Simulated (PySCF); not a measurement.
An unknown is described by computed data only.

Elements present: C, H and O. Monoisotopic mass: 86.0368 u.

- UV, strongest line: among the 8 lowest singlet transitions: S6 at 8.73 eV (142 nm, f = 0.218) [TDDFT wB97X-D/def2-SVPD]
- Triplet: lowest triplet excitation (Tamm–Dancoff): 5.59 eV [TDA wB97X-D/def2-SVPD]
- UV, first state: lowest singlet excitation: 6.02 eV (206 nm, f = 0.000) [TDDFT wB97X-D/def2-SVPD]
- Polarisability: 52.8 au [wB97X-D/def2-SVPD]
- Rotational structure: rotational constants A, B, C: 7.699, 2.722, 2.383 GHz [GFN2-xTB]
- XPS: C1s 291.0 (×2), C1s 291.3, C1s 294.7, O1s 537.6, O1s 539.9 eV [ΔSCF SCAN, pcX-2 on the ionised atom, pcseg-1 elsewhere, spin-free X2C]
- Dipole: 1.76 D [wB97X-D/def2-SVPD]

The electronic properties come from PySCF, for the isolated species, density fitting. Levels stand in brackets. The structure is a single GFN2-xTB conformer in the gas phase; no vibrational or solvent corrections.

Problem. Which formula fits the mass and the elements?

Solution. C4H6O2 (calculated 86.0368). No other formula that holds each of these elements comes within 0.0003 u with a fitting electron parity and a possible valence count.

Problem. What is the compound? Reason from the data.

Solution. Numbering: `[O:1]=[C:2]([OH:3])[CH:4]1[CH2:5][CH2:6]1`. Its formula, C4H6O2, gives 2 degrees of unsaturation: 1 ring and 1 π bond in the structure found. The core levels belong to: C1s 291.0 eV, three-membered-ring carbon [C5/C6]; C1s 291.3 eV, sp3 carbon next to a carbonyl [C4]; C1s 294.7 eV, carboxylic acid carbon [C2]; O1s 537.6 eV, acid carbonyl oxygen [O1]; O1s 539.9 eV, acid hydroxyl oxygen [O3]. The optimised geometry has point group Cs and is an asymmetric top. Structure: `O=C(O)C1CC1`. Computed isomers that give other values at the same levels: `C=CC(=O)OC` (rotational constant A: 10.401 GHz; this holds for the one conformer computed); `C=COC(C)=O` (rotational constant A: 9.480 GHz; this holds for the one conformer computed); `O=C1CCCO1` (lowest singlet excitation: 5.84 eV (212 nm, f = 0.000)). The assignments are read from this structure; whether some other isomer fits the data as well wasn't checked.

Conformer computed: `[O:1]=[C:2]([OH:3])[CH:4]1[CH2:5][CH2:6]1`: O1–C2–C4–C5 33°, H–O3–C2–O1 0°.
